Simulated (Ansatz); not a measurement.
The system is Cd.

```
CELL_PARAMETERS angstrom
1.60803 0.92840 2.44929
-1.60803 0.92840 2.44929
0.00000 -1.85679 2.44929
ATOMIC_POSITIONS crystal
Cd 0.00000 0.00000 0.00000
```

This isn't the form of Cd at room conditions, which is hcp.

Program: Ansatz 0.2.0. Alike in all runs: potentials or basis Ansatz PAW; no spin polarisation; cell as given; k mesh 10 × 10 × 10.

Problem. Order these runs on this cell by their pressure, lowest first.
A. level PBE; cutoff (eV) 420; smearing gaussian 0.02 eV
B. level PBEsol; cutoff (eV) 420; smearing gaussian 0.05 eV
C. level r2SCAN; cutoff (eV) 500; smearing methfessel-paxton 0.1 eV

Solution. B (-2.2 GPa), C (-0.3 GPa), A (2.1 GPa).

Caveats: the PAW data sets come from PBE, with cores solved anew for the run's functional, which leaves a small shift of forces and pressure (some runs).
